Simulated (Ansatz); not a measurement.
The system is C.

```
C
1.0
     2.52210    0.00000    0.00000
    -1.26105    2.18420    0.00000
     0.00000    0.00000   12.35570
C
12
Direct
  0.66667 0.33333 0.35417
  0.33333 0.66667 0.85417
  0.66667 0.33333 0.14583
  0.33333 0.66667 0.64583
  0.66667 0.33333 0.47917
  0.33333 0.66667 0.97917
  0.66667 0.33333 0.02083
  0.33333 0.66667 0.52083
  0.00000 0.00000 0.81250
  0.00000 0.00000 0.31250
  0.00000 0.00000 0.68750
  0.00000 0.00000 0.18750
```

This is a hexagonal form of diamond, not graphite.

| Item | Value |
| --- | --- |
| Program | Ansatz 0.2.0 |
| Task | relaxation of cell and atoms |
| Functional | PBEsol |
| Dispersion | D4 |
| Potentials or basis | Ansatz PAW |
| Cutoff | 420 eV (not typed: the program's choice for these potentials) |
| k mesh | 12 × 12 × 3 |
| Occupations | fermi-dirac, width 0.05 eV |
| Spin | no spin polarisation |

At the start: volume 5.67 Å³/atom.

Question: How do energy, volume and symmetry change on relaxing?

Answer: It ends after 7 steps and the volume is 5.58 Å³/atom (-1.7 %); space group P6_3/mmc (No. 194, to 0.05 Å).

Step by step:
| step | energy change (eV) | largest force (eV/Å) | volume (Å³) |
| --- | --- | --- | --- |
| 1 | 0.0000 | 0.3380 | 68.06 |
| 2 | -0.0423 | 0.3261 | 67.35 |
| 3 | -0.0526 | 0.1043 | 66.94 |
| 4 | -0.0531 | 0.0049 | 66.93 |
| 5 | -0.0463 | 0.0048 | 66.93 |
| 6 | -0.0465 | 0.0003 | 66.91 |
| 7 | -0.0463 | 0.0003 | 66.91 |

Final structure:
```
C
1.0
     2.50213    0.00000    0.00000
    -1.25107    2.16691    0.00000
     0.00000    0.00000   12.34052
C
12
Cartesian
  1.2511 0.7223 4.3800
  0.0000 1.4446 10.5502
  1.2511 0.7223 1.7903
  0.0000 1.4446 7.9606
  1.2511 0.7223 5.9139
  0.0000 1.4446 12.0842
  1.2511 0.7223 0.2563
  0.0000 1.4446 6.4266
  0.0000 0.0000 10.0344
  0.0000 0.0000 3.8642
  0.0000 0.0000 8.4763
  0.0000 0.0000 2.3061
```

Caveat: the plane-wave basis is chosen anew once the cell has moved, so the energies of steps on either side of that aren't comparable; the pressure holds a Pulay correction of +1.0 GPa for the finite cutoff; the PAW data sets come from PBE, with cores solved anew for the run's functional, which leaves a small shift of forces and pressure.
